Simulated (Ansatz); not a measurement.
Runs of Ansatz 0.2.0 on GaP. The structure is cubic, space group F-43m (No. 216). Conventional cell: a = 5.451 Å, b = 5.451 Å, c = 5.451 Å, α = 90.00°, β = 90.00°, γ = 90.00°. Ga (site symmetry -43m) is surrounded by 4 P at 2.36 Å. Around P (site symmetry -43m) lie 4 Ga at 2.36 Å. 

```csv
task,level,potentials or basis,spin,k mesh,cutoff (eV),smearing,basis error allowed,mesh quality,gap on the mesh (eV),pressure (GPa)
single point,PBE,"all-electron LAPW, scalar-relativistic",off,3 × 3 × 3,240,fermi-dirac 0.06 eV,0.003 eV/atom,coarse,1.70,4.1
elastic constants,PBE,"all-electron LAPW, scalar-relativistic",off,6 × 6 × 6,302,fermi-dirac 0.05 eV,0.001 eV/atom,not flagged,1.65,2.5
single point,PBEsol,"all-electron LAPW, scalar-relativistic",off,8 × 8 × 8,278,gaussian 0.05 eV,0.001 eV/atom,not flagged,1.52,(b)
band structure,LDA,"all-electron LAPW, relativistic spinors","SOC, no magnetisation",6 × 6 × 6,279,fermi-dirac 0.05 eV,0.001 eV/atom,not flagged,(a),-2.7
phonons,PBEsol,"all-electron LAPW, scalar-relativistic",off,6 × 6 × 6,302,fermi-dirac 0.05 eV,0.001 eV/atom,not flagged,(c),-
```

Alike in all rows: cell as given.

Q: Estimate the missing entries.

A: (a) 1.46; (b) -0.6; (c) 1.51.

Caveats: some runs use coarse meshes; an odd mesh through Γ misses points on the zone boundary, where band edges often lie (some runs).

A k mesh can miss the band edges, and rows without SOC leave out spin-orbit coupling on Ga.
